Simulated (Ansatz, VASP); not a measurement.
## One calculation of CdS, two programs

```xyz
2
Lattice="0.0000 2.9959 2.9959 2.9959 0.0000 2.9959 2.9959 2.9959 0.0000" Properties=species:S:1:pos:R:3 pbc="T T T"
Cd    0.0000    0.0000    0.0000
S     4.4939    4.4939    4.4939
```

Alike in both runs: task single point; functional PBEsol; k mesh 8 × 8 × 8; occupations gaussian, width 0.02 eV; no spin polarisation.

```csv
,VASP,Ansatz
version,VASP 6.6.1,Ansatz 0.2.0
potentials or method,"VASP PAW PBE potentials, release 64 (Cd, S)","scalar-relativistic, plane waves, PAW"
plane-wave cutoff (eV),520,420
valence electrons in the cell,18,26
```

```tsv
	VASP	Ansatz	Ansatz less VASP
gap on the k mesh at the Fermi level (eV)	0.84	0.84	-0.001
least direct gap on the mesh (eV)	0.84	0.84	-0.001
pressure (GPa)	-4.0	-4.3	-0.27
```

The two sets of potentials don't hold the same shells in valence.

Caveats: the PAW data sets were made with another functional, which shifts forces and pressure a little (VASP).
